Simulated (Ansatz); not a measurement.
Problem. Write an Ansatz input for a full relaxation of cell and atoms of ZrS2 with PBE (scalar-relativistic), a cutoff of 420 eV (density cutoff 4 times that), a Γ-centred 10×10×6 mesh and Gaussian smearing of 0.05 eV, without spin polarisation. Stop at forces under 0.01 eV/Å and stress under 0.04 GPa, or after 60 steps. Forces, stress and eigenvalues are wanted. The structure:
```
CELL_PARAMETERS angstrom
3.6408281404 0.0000000000 0.0000000000
-1.8204140702 3.1530496604 0.0000000000
0.0000000000 0.0000000000 5.8734114340
ATOMIC_POSITIONS crystal
Zr 0.0000000000 0.0000000000 0.0000000000
S 0.3333333333 0.6666666667 0.2520000000
S 0.6666666667 0.3333333333 0.7480000000
```

Solution. 
```yaml
crystal:
  lattice:
    - [3.6408281404, 0.0, 0.0]
    - [-1.8204140702, 3.1530496604, 0.0]
    - [0.0, 0.0, 5.873411434]
  atoms:
    - { symbol: Zr, position: [0.0, 0.0, 0.0] }
    - { symbol: S, position: [0.3333333333, 0.6666666667, 0.252] }
    - { symbol: S, position: [0.6666666667, 0.3333333333, 0.748] }
basis:
  ecutwfc: 420
  ecutrho_ratio: 4
kpoints:
  mp_grid: { grid: [10, 10, 6] }
hamiltonian:
  xc: pbe
scf:
  occupations: { method: gaussian, width: 0.05 }
output:
  forces: true
  stress: true
  eigenvalues: true
relax:
  f_tol: 0.01
  max_steps: 60
  cell: { stress_tol: 0.04 }
```

Launched as:
```sh
ansatz run input.yaml --threads 2 --pin off --max-ram 2662MiB --backend cpu --events-out ev --progress --plain --runs-dir out
```

Run as written, it has 24 valence electrons, 1547 plane waves at Γ (in the final cell), 12 symmetry operations and 72 irreducible k-points; it took 89 SCF iterations in all. Cost: 31 s on 2 threads of Arm Neoverse V2, with other jobs on the host, peak memory 0.4 GiB.

The compound is reported in the structure type of the start.
